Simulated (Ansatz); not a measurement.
## Ionic part of the dielectric constant of AlP at 7 GPa, mode by mode

Method: Ansatz, DFT LDA, scalar-relativistic, plane waves, PAW. Cutoff 420 eV, 10×10×10 k-points (Γ-centred), fixed occupations. No spin polarisation. Phonons by linear response, acoustic sum rule imposed.

The structure is cubic, space group F-43m (No. 216). Conventional cell: a = 5.313 Å, b = 5.313 Å, c = 5.313 Å, α = 90.00°, β = 90.00°, γ = 90.00°. Around Al (site symmetry -43m) lie 4 P at 2.30 Å. P (site symmetry -43m) is surrounded by 4 Al at 2.30 Å.

The primitive cell has V = 37.49 Å³ and ε∞,yy = 8.280. Each polar mode adds Δε = (4.92064×10⁷/V)·S/ν² along y, with S its oscillator strength in e²/amu, ν in cm⁻¹ and V in Å³.

**Question.** From these modes, find each Δε and ε0,yy.
```tsv
ν (cm⁻¹)	S_yy (e²/amu)
477.5	0.3288
```

**Answer.**
| ν (cm⁻¹) | Δε |
| --- | --- |
| 477.5 | 1.89 |

The sum is 1.893, so ε0,yy = 10.17; the run's tensor has 10.17.

**Question.** Where do the longitudinal modes lie for a wave vector along y?

**Answer.** At 529 cm⁻¹. The Lyddane–Sachs–Teller product Π(ν_LO/ν_TO)² = 1.23 matches ε0/ε∞ = 1.23.

Cost: 1 run of about 0.72 core-minutes, on Intel Xeon Processor @ 2.70GHz (shared hosts).

The static dielectric response of AlP here is mainly electronic: the lattice adds only 1.89 to an ε∞ of 8.280. This reflects a largely covalent sp³ network with moderate charge transfer from Al to P. The polar displacement carries a sizeable dipole, but stiff bonds limit how far the ions move in a static field, which keeps the ionic term small. Cubic symmetry makes the response isotropic, so the single mode listed for y accounts for the whole lattice contribution in any direction.

The longitudinal mode lies higher, at 529 cm⁻¹, because its macroscopic field adds a restoring force, which the valence electrons screen strongly. The Lyddane–Sachs–Teller agreement confirms internal consistency but is no independent test of accuracy, since both sides derive from the same force constants, effective charges and ε∞. The electronic part is probably somewhat too large, as LDA tends to overestimate the polarisability of semiconductors. With a single pressure, the calculation doesn't show whether compression strengthens or weakens the ionic contribution.
